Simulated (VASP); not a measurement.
## VASP 6.6.1 run: CaSe

INCAR

```
PREC = Accurate
EDIFF = 0.0001
LCHARG = .FALSE.
ISMEAR = -1
LREAL = .FALSE.
NSW = 0
NBANDS = 15
SIGMA = 0.02
ISIF = 2
GGA = PE
LWAVE = .FALSE.
IBRION = -1
ENCUT = 300
LASPH = .TRUE.
NELM = 120
```

KPOINTS

```
KPOINTS created by Atomic Simulation Environment
0
Gamma
8 8 8
0 0 0
```

POSCAR

```
Ca Se
 1.0000000000000000
     0.0000000000000000    2.9675351117000002    3.0868300232000001
     2.9675351117000002    0.0000000000000000    3.0868300232000001
     2.9675351117000002    2.9675351117000002    0.0000000000000000
 Ca  Se
   1   1
Cartesian
  0.0000000000000000  0.0000000000000000  0.0000000000000000
  2.9675351116999997  2.9675351116999997  3.0868300232000001
```

The recommended PBE PAW datasets give the neutral cell 16 valence electrons.

Command

```
mpirun -np 1 vasp_std
```

OSZICAR

```
N       E                     dE             d eps       ncg     rms          rms(c)
DAV:   1     0.774889379834E+02    0.77489E+02   -0.55236E+03  1786   0.650E+02
DAV:   2    -0.650947182956E+01   -0.83998E+02   -0.80495E+02  2246   0.194E+02
DAV:   3    -0.950101035079E+01   -0.29915E+01   -0.29749E+01  2433   0.356E+01
DAV:   4    -0.962344928125E+01   -0.12244E+00   -0.12239E+00  2502   0.617E+00
DAV:   5    -0.962435476365E+01   -0.90548E-03   -0.90544E-03  2316   0.524E-01    0.425E+00
DAV:   6    -0.947374687931E+01    0.15061E+00   -0.20553E-01  2113   0.225E+00    0.252E+00
DAV:   7    -0.947136711967E+01    0.23798E-02   -0.99591E-02  2283   0.176E+00    0.848E-01
DAV:   8    -0.947619068438E+01   -0.48236E-02   -0.12252E-02  1855   0.749E-01    0.122E-01
DAV:   9    -0.947626544489E+01   -0.74761E-04   -0.66355E-04  2277   0.230E-01
   1 F= -.94762654E+01 E0= -.94762654E+01  d E =-.899083E-14
```

From OUTCAR

```
k-points           NKPTS =     59   k-points in BZ     NKDIM =     59   number of bands    NBANDS=     15

   NELECT =      16.0000    total number of electrons

   dimension x,y,z NGX =    24 NGY =   24 NGZ =   24
   dimension x,y,z NGXF=    48 NGYF=   48 NGZF=   48

  energy-cutoff  :      300.00
  volume of cell :       54.37
      direct lattice vectors                 reciprocal lattice vectors
     0.000000000  2.967535112  3.086830023    -0.168490003  0.168490003  0.161978469
     2.967535112  0.000000000  3.086830023     0.168490003 -0.168490003  0.161978469
     2.967535112  2.967535112  0.000000000     0.168490003  0.168490003 -0.161978469

 k-points in reciprocal lattice and weights: KPOINTS created by Atomic Simulation Env
   0.00000000  0.00000000  0.00000000       0.002
   0.12500000  0.00000000  0.00000000       0.016
   0.25000000  0.00000000  0.00000000       0.016
   0.37500000  0.00000000  0.00000000       0.016
   0.50000000  0.00000000  0.00000000       0.008
   0.12500000  0.12500000  0.00000000       0.004
   0.25000000  0.12500000  0.00000000       0.016
   0.37500000  0.12500000  0.00000000       0.016
   ...

 E-fermi :   2.6631

 k-point     1 :       0.0000    0.0000    0.0000
  band No.  band energies     occupation
      1     -37.7874      2.00000
      2     -18.7845      2.00000
      3     -18.7691      2.00000
      4     -18.7691      2.00000
      5      -9.5199      2.00000
      6       2.1127      2.00000
      7       2.1183      2.00000
      8       2.1183      2.00000
      9       5.1404      0.00000
     10       5.6666      0.00000
     11       5.9091      0.00000
     12       5.9091      0.00000
     13       6.3507      0.00000
     14       6.4118      0.00000
     15      11.7409      0.00000

 k-point     2 :       0.1250    0.0000    0.0000
  band No.  band energies     occupation
      1     -37.7867      2.00000
      2     -18.7916      2.00000
      3     -18.7771      2.00000
      4     -18.7697      2.00000
      5      -9.4378      2.00000
      6       1.3829      2.00000
      7       1.8944      2.00000
      8       1.9030      2.00000
      9       5.5867      0.00000
     10       5.9402      0.00000
     11       6.0932      0.00000
     12       6.2168      0.00000
     13       6.7512      0.00000
     14       6.7941      0.00000
     15      11.8265      0.00000

 k-point     3 :       0.2500    0.0000    0.0000
  band No.  band energies     occupation
      1     -37.7849      2.00000
      2     -18.8207      2.00000
      3     -18.7839      2.00000
      4     -18.7710      2.00000
      5      -9.2299      2.00000
      6       0.2123      2.00000
      7       1.4685      2.00000
      8       1.4815      2.00000
      9       5.7768      0.00000
     10       6.4648      0.00000
     11       6.5512      0.00000
     12       7.3583      0.00000
     13       7.7310      0.00000
     14       7.7907      0.00000
     15      11.2052      0.00000

 ...

  Total       -0.0885655     -0.0885655     -1.0228861      0.0000000      0.0000000      0.0000000
  in kB       -2.6100012     -2.6100012    -30.1441760      0.0000000      0.0000000      0.0000000
  external PRESSURE =     -11.7880594 kB  Pullay stress =       0.0000000 kB

 POSITION                                       TOTAL-FORCE (eV/Angst)
 -----------------------------------------------------------------------------------
      0.00000      0.00000      0.00000        -0.000000      0.000000      0.000000
      2.96754      2.96754      3.08683         0.000000     -0.000000      0.000000
 -----------------------------------------------------------------------------------
    total drift:                                0.000000     -0.000000     -0.000000

  FREE ENERGIE OF THE ION-ELECTRON SYSTEM (eV)
  ---------------------------------------------------
  free  energy   TOTEN  =        -9.4762654449 eV

  energy  without entropy=       -9.4762654449  energy(sigma->0) =       -9.47626544
```

It converged. Results: gap between bands v and c on the k mesh 2.12 eV; least direct gap on the k mesh 2.93 eV; pressure -1.2 GPa. Band v is the last that the valence electrons fill when counted band by band, and c is the next.

For comparison, a separate PBE run of the intended cell, on usual settings and not on those above, gives a gap of 2.13 eV on its mesh and a pressure of -0.9 GPa.

The run above took about 5.1 s on one core of a shared host (Intel Xeon 6975P-C) and held 0.15 GiB at most.
